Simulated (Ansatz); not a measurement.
## Rh (P6_3/mmc) under several functionals

Plane-wave DFT in Ansatz with scalar-relativistic PAW potentials. The same structure was relaxed (cell and atoms, symmetry kept) in separate runs at each level. This form isn't the element's structure at ambient conditions. No spin polarisation.

```tsv
level	cutoff (eV)	k mesh	V (Å³/atom)	a (Å)	c (Å)	B0 (GPa)
LDA	420	18×18×6	13.245	2.657	8.666	–
PBE+D3(BJ)	420	18×18×6	13.670	2.685	8.759	–
r2SCAN	500	18×18×6	13.739	2.689	8.777	281
PBE	420	18×18×6	14.070	2.711	8.843	–
```

Task: Where does PBEsol (420 eV, k mesh 18×18×6) fall?

Result: V (Å³/atom) 13.525, a (Å) 2.675, c (Å) 8.727, B0 (GPa) 295. Its volume is between those of LDA and PBE+D3(BJ). The usual order of volumes, LDA < PBEsol < PBE, holds here (13.245, 13.525, 14.070 Å³/atom). As a rule LDA overbinds; PBEsol, built on the gradient expansion of slowly varying densities, lies between LDA and PBE; PBE's stronger gradient term for exchange weakens bonds. Adding D3 to PBE changes the volume by -2.8 %; the term is attractive, so it pulls cells in. In metals the pairwise form ignores screening by the conduction electrons and often pulls in too far. r2SCAN lies 2.3 % under PBE in volume. B0 goes from 294.6 to 281.2 GPa as the volume grows by 1.6 %; on one curve with B' = 5.1 the volume alone, B ∝ V^(−B'), would give 271.7 GPa, and the rest of the difference is the functional's own stiffness.